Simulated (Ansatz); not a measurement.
Runs of Ansatz 0.2.0 on Os. The structure is hexagonal, space group P6_3/mmc (No. 194). Conventional cell: a = 2.734 Å, b = 2.734 Å, c = 4.320 Å, α = 90.00°, β = 90.00°, γ = 120.00°. Around Os (site symmetry -6m2) lie 12 Os at 2.68 to 2.73 Å. 

```csv
task,level,potentials or basis,spin,cell,k mesh,cutoff (eV),pressure (GPa),relaxed volume (Å³/atom)
relaxation of cell and atoms,RPBE,"all-electron LAPW, scalar-relativistic",off,relaxed,11 × 11 × 6,-,0.0,(a)
relaxation of cell and atoms,PBEsol+D3(BJ),"all-electron LAPW, scalar-relativistic",off,relaxed,11 × 11 × 6,-,0.0,13.65
elastic constants,LDA,"all-electron LAPW, scalar-relativistic",off,as given,8 × 8 × 5,319,-9.3,-
relaxation of cell and atoms,revPBE,"all-electron LAPW, scalar-relativistic",off,relaxed,11 × 11 × 6,-,0.0,14.39
band structure,LDA,"all-electron LAPW, relativistic spinors","SOC, no magnetisation",as given,8 × 8 × 5,295,(b),-
```

Alike in all rows: smearing fermi-dirac 0.05 eV; basis error allowed 0.001 eV/atom.

Question: Estimate the missing entries.

Answer: (a) 14.43; (b) -9.0.

Caveats: the k mesh is thin for a metal, which can move the energy by tens of meV per atom (some runs); a metal's response needs a denser mesh (some runs); the cell is more than 3 GPa from zero pressure, which shifts response properties (some runs); elastic constants of metals need much finer meshes, so these are rough (some runs).

Runs at the PBE level aren't shown here.
